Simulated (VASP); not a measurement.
# Co under changes of volume

One of the cells (10.902 Å³/atom); the others are scaled copies at fixed shape and fractional positions:

```xyz
4
Lattice="2.4869 0.0000 0.0000 -1.2435 2.1537 0.0000 0.0000 0.0000 8.1418" Properties=species:S:1:pos:R:3 pbc="T T T"
Co    1.2435    0.7179    6.1063
Co    0.0000    0.0000    4.0709
Co    0.0000    1.4358    2.0354
Co    0.0000    0.0000    0.0000
```

* Program: VASP 6.6.1
* Functional: PBE
* Potentials or basis: VASP PAW PBE potentials, release 64 (Co)
* Cutoff: 520 eV
* k mesh: 12 × 12 × 4
* Occupations: fermi-dirac, width 0.05 eV
* Spin: collinear spin, ferromagnetic start
* Starting moments: [2.0, 2.0, 2.0, 2.0] μB

```tsv
volume (Å³/atom)	energy over the lowest point (meV/atom)	pressure (GPa)	moment (μB per cell)
10.047	?	?	?
10.261	25.12	13.6	6.35
10.475	10.45	8.5	6.47
10.902	0.00	-0.5	6.64
11.116	3.20	-4.3	6.70
11.330	11.22	-7.7	6.76
```

What does the run at 10.047 Å³/atom give?

Energy over the lowest point 46.78 meV/atom; pressure 19.3 GPa; moment 6.23 μB per cell.

Worked out: A Birch-Murnaghan fit of order 3 (a polynomial in V^(-2/3)) to the other rows has its minimum at 10.88 Å³/atom with B0 = V·E''(V) = 207 GPa and B' = 3.8 at fixed shape and positions, which overstates the stiffness. It gives 46.98 meV/atom at 10.047 Å³/atom, against the run's 46.78, and -dE/dV = 19.2 GPa, against 19.3. A parabola through the other rows of the moment, of slope 0.622 μB per Å³/atom there, extrapolates to 6.23 μB, against the run's 6.23.

Energies are extrapolated to zero smearing.
